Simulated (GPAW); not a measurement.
TiSe in GPAW: convergence with plane-wave cutoff (eV)

Input of the first run (plane-wave cutoff (eV) 200); the others differ in this setting and in those tied to it:

Contents of run.py:

```python
from ase import Atoms
from ase.dft.bandgap import bandgap
from ase.io import write
from ase.units import GPa
from gpaw import GPAW, PW

atoms = Atoms(['Se', 'Se', 'Ti', 'Ti'],
              cell=[[4.178357, 0.0, 0.0],
                    [0.0, 4.178357, 0.0],
                    [0.0, 0.0, 5.984423]],
              scaled_positions=[[0.0, 0.5, 0.760556],
                                [0.5, 0.0, 0.239444],
                                [0.0, 0.0, 0.0],
                                [0.5, 0.5, 0.0]],
              pbc=True)

calc = GPAW(mode=PW(200),
            xc='LDA',
            kpts={'size': (4, 4, 3), 'gamma': True},
            occupations={'name': 'fermi-dirac', 'width': 0.05},
            nbands=34,
            convergence={'density': 1e-05, 'energy': 1e-05},
            maxiter=100,
            txt='gpaw.txt')
atoms.calc = calc
energy = atoms.get_potential_energy()
forces = atoms.get_forces()
stress = atoms.get_stress()
calc.write('gs.gpw')
write('result.traj', atoms)
print(f'Energy: {energy:.6f} eV')
print('Forces (eV/A):')
print(forces.round(4))
print('Stress (GPa):', (stress / GPa).round(3))
print('Fermi level:', round(calc.get_fermi_level(), 4), 'eV')
print(f'Gap: {bandgap(calc)[0]:.4f} eV, direct: {bandgap(calc, direct=True)[0]:.4f} eV')
```

Potentials or basis: the program's PAW data sets (release 1.2.1) made for this functional, pw.

Launch:

```bash
$ OMP_NUM_THREADS=1 python run.py
```

The cell comes from a database or a generator and needn't be the stable form of this composition.

Hardware: 1 thread of Intel(R) Xeon(R) Platinum 8488C (Sapphire Rapids), on a shared host.

Q: The values tried are 200, 250, 300, 350, 400, 500, 600, 800, 1000, loosest first. From which on does the largest force stay within 0.005 eV/Å of the tightest run that finished?

A: From 500 on.

```csv
plane-wave cutoff (eV),"energy less the tightest run, at zero smearing (meV/atom)",pressure (GPa),largest force (eV/Å),SCF cycles,CPU time (s),peak memory (GiB)
200,450.40,-14.52,0.354,11,5.5,0.13
250,235.60,-5.76,0.348,10,6.5,0.14
300,168.10,-6.38,0.358,10,9.6,0.15
350,96.49,-6.17,0.352,11,10,0.16
400,54.99,-5.30,0.351,11,11,0.16
500,32.19,-4.65,0.356,11,16,0.18
600,21.20,-4.77,0.357,11,20,0.19
800,3.51,-4.59,0.357,11,30,0.24
1000,0.00,-4.47,0.357,11,36,0.29
```

Not settled before the last step: the energy (to 1 meV/atom), the pressure (to 0.1 GPa). The tightest run that finished is the yardstick and may itself not be fully converged.

Caveat, for the tightest run too: the k mesh is coarse (spacing up to 0.38 Å⁻¹), so the values aren't converged.
